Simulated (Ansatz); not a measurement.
# BN: ideal shear of a crystal plane

The calculation used Ansatz 0.2.0, DFT PBE+D3(BJ), scalar-relativistic, plane waves, PAW. Settings: plane waves to 420 eV, k-mesh 10×10×2 (Γ-centred), Gaussian smearing 0.05 eV. No spin polarisation. Energies are free energies at this smearing, counted from the undisturbed cell; pressure is positive in compression.

Reference structure (relaxed at this level):

```xyz
8
Lattice="-2.5064 0.0000 0.0000 -1.2532 -2.1706 0.0000 0.0000 0.0000 13.2337" Properties=species:S:1:pos:R:3 pbc="T T T"
B    -1.2532   -0.7235   11.5795
B    -1.2532   -0.7235    4.9626
B    -2.5064   -1.4471    1.6542
B    -2.5064   -1.4471    8.2711
N    -1.2532   -0.7235    1.6542
N    -1.2532   -0.7235    8.2711
N    -2.5064   -1.4471   11.5795
N    -2.5064   -1.4471    4.9626
```

The cut lies on the cell's a–b face, a (0 0 1) plane (indices in the standard cell, whose axes needn't be the Cartesian ones shown) of area 5.44 Å², between layers 3.31 Å apart. Vector c is tilted by f times 1·a + 1·b (length 4.341 Å) with the atoms' Cartesian places fixed: one unrelaxed fault a cell. The traction is dγ/du, the slope of γ against the slip u in Å.

```csv
f,γ (mJ/m²),traction (GPa)
0.0000,0,0.0
0.0833,11,0.6
0.1667,41,1.0
0.2500,76,0.8
0.3333,91,0.0
0.4167,76,-0.7
0.5000,45,-0.9
0.5833,19,-0.5
0.6667,11,0.0
0.7500,15,0.1
0.8333,15,-0.1
0.9167,7,-0.3
```

Question: Read off the first barrier and the stress needed to climb it, and compare with Frenkel's sinusoid.

Answer: The first sampled maximum lies at f = 0.333, a slip of 1.45 Å, with γ ≈ 91 mJ/m², which stands in for the unstable fault energy γ_us, and the steepest sampled slope before it is 1.0 GPa. A sinusoid γ = γ_us sin²(πu/λ) with its maximum there has λ = 2.89 Å and a largest slope πγ_us/λ = 1.0 GPa (1 mJ/m² per Å = 0.01 GPa). The stand-in is too high: a rotation axis of order three or more passes through this point, so the curvature is the same in every direction of the plane and the point is a peak of the γ-surface, which slip goes round.

Question: Is there a metastable fault on this line?

Answer: The samples dip to a local minimum of 11 mJ/m² at f = 0.667. If it survives relaxation and slip across the line, it is a planar fault that lets a dislocation split into partials, more widely the lower its energy (an antiphase boundary, where the slip puts unlike atoms in each other's places). Between this point and the perfect stacking at f = 1 the samples rise only to 15 mJ/m², so slip in the opposite sense meets a far lower barrier than the first maximum.

The cut is rigid; relaxing the faces lowers these energies and usually the stresses.

Cost: 12 runs of about 1.1 core-minutes in all, on Arm Neoverse V1 (shared hosts).